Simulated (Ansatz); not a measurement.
# HgTe under pressure

Method: Ansatz, DFT PBEsol, scalar-relativistic, plane waves, PAW. Cutoff 420 eV, 12×12×12 k-points (Γ-centred), Fermi-Dirac smearing of 0.15 eV. No spin polarisation. Phonons by linear response, acoustic sum rule imposed.

Relaxed structure:
```
Hg Te
1.0
     0.00000    3.25523    3.25523
     3.25523    0.00000    3.25523
     3.25523    3.25523    0.00000
Hg Te
1 1
Direct
  0.00000 0.00000 0.00000
  0.75000 0.75000 0.75000
```

In a metal, frequencies and elastic constants depend on the k mesh and the smearing, soft modes and shear constants most. Spin–orbit coupling is left out, which can shift energies with elements as heavy as these.

Optical modes at Γ (cm⁻¹) at zero pressure: 109.

Question: Under hydrostatic pressure the same modes lie at 138 cm⁻¹. What is the pressure, and how much has the cell shrunk?

Answer: 6 GPa; the volume is 10.3 % smaller.

The bands only touch here, so at this level the crystal is a zero-gap semiconductor or semimetal, not an ordinary metal; spin–orbit coupling, left out, can open or move such a gap.

Cost: 2 runs of about 2 core-minutes in all, on AMD EPYC 9R45 (Zen 5), Arm Neoverse V1 (shared hosts).